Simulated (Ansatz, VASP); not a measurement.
## One calculation of I, two programs

Contents of INCAR:

```
ALGO = Normal ; EDIFF = 1E-7
ENCUT = 520 ; ISIF = 2
ISMEAR = -1 ; LASPH = T
LCHARG = T ; LELF = T
LREAL = F ; LVHAR = T
LWAVE = F ; NBANDS = 10
NELM = 80 ; PREC = Accurate
SIGMA = 0.05
```

KPOINTS

```
k-points
0
Gamma
  13 13 13
```

File POSCAR:

```
I
1.0
    2.7883292647      0.0000000000      0.0000000000
    0.0000000000      2.7883292647      0.0000000000
    0.0000000000      0.0000000000      2.7883292647
I
1
Direct
    0.0000000000      0.0000000000      0.0000000000
```

Input for Ansatz:

```yaml
crystal:
  lattice:
    - [2.7883292647, 0.0, 0.0]
    - [0.0, 2.7883292647, 0.0]
    - [0.0, 0.0, 2.7883292647]
  atoms:
    - { symbol: I, position: [0.0, 0.0, 0.0] }
kpoints:
  mp_grid: { grid: [13, 13, 13] }
scf:
  occupations: { method: fermi_dirac, width: 0.05 }
hamiltonian:
  xc: lda
  pseudopotentials: { kind: paw }
output:
  forces: true
  stress: true
  eigenvalues: true
  populations: true
```

Change from the starting cell: volume scaled by 0.58, PAW files.

Alike in both runs: task single point; functional LDA; k mesh 13 × 13 × 13; occupations fermi-dirac, width 0.05 eV; no spin polarisation.

```csv
,VASP,Ansatz
version,VASP 6.6.1,Ansatz 0.2.0
potentials or method,"VASP PAW LDA potentials, release 64 (I)","PAW with Ansatz's default frozen-core files, scalar-relativistic"
plane-wave cutoff (eV),520,420
valence electrons in the cell,7,17
```

|  | VASP | Ansatz | Ansatz less VASP |
| --- | --- | --- | --- |
| pressure (GPa) | 64.0 | 64.3 | +0.27 |

The two sets of potentials don't hold the same shells in valence.

Caveats: the cell as given lies far from equilibrium; so large a pressure means that the cell lies far from this level's equilibrium, or that cutoff or potentials fall short (VASP); an odd number of electrons without spin polarisation forces a metal; a magnetic or distorted state may lie lower. Spin-orbit coupling is left out, which matters for the levels of I.
